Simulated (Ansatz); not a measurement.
**SiO$_{2}$ under strain**

The calculation used DFT r2SCAN, scalar-relativistic, plane waves, PAW (Ansatz 0.2.0). Run with 500 eV cutoff, 6×6×4 k-mesh, Gaussian smearing of 0.02 eV, no spin polarisation.

The relaxed crystal:

```
CELL_PARAMETERS angstrom
4.98158 0.00000 0.00000
0.00000 4.98158 0.00000
0.00000 0.00000 6.92070
ATOMIC_POSITIONS crystal
Si 0.19782 0.19782 0.00000
Si 0.30218 0.69782 0.75000
Si 0.69782 0.30218 0.25000
Si 0.80218 0.80218 0.50000
O 0.60871 0.73828 0.68115
O 0.39129 0.26172 0.18115
O 0.73828 0.60871 0.31885
O 0.23828 0.89129 0.93115
O 0.26172 0.39129 0.81885
O 0.10871 0.76172 0.56885
O 0.89129 0.23828 0.06885
O 0.76172 0.10871 0.43115
```

Deformation: all cell vectors scaled alike, the atoms relaxed, all within the symmetry that the strain leaves. Energies are extrapolated to zero smearing. Gaps are generalised Kohn–Sham gaps over the whole zone.

| strain (%) | ΔE (meV/atom) | a (Å) | b (Å) | c (Å) | gap (eV) |
| --- | --- | --- | --- | --- | --- |
| -3.0 | 6.2 | 4.832 | 4.832 | 6.713 | 6.54 |
| -1.5 | 1.5 | 4.907 | 4.907 | 6.817 | 6.44 |
| +0.0 | 0.0 | 4.982 | 4.982 | 6.921 | 6.35 |
| +1.5 | 1.3 | 5.056 | 5.056 | 7.025 | 6.25 |
| +3.0 | 5.0 | 5.131 | 5.131 | 7.128 | 6.16 |

**Question.** What stiffness (1/V) d²E/dε² at zero strain does a cubic fit over all points give?

**Answer.** A cubic fit gives (1/V) d²E/dε² = 140 GPa at zero strain (nine times the bulk modulus at fixed shape).

**Question.** How fast does the gap move with strain on either side?

**Answer.** -66 meV per percent on the compressed side and -65 meV per percent on the stretched side; it is direct at -1.5 %, direct at zero and direct at +1.5 %.

This form isn't the usual stable structure of the compound.

Cost: 5 runs of about 17 core-minutes in all, on Arm Neoverse V2 (shared hosts).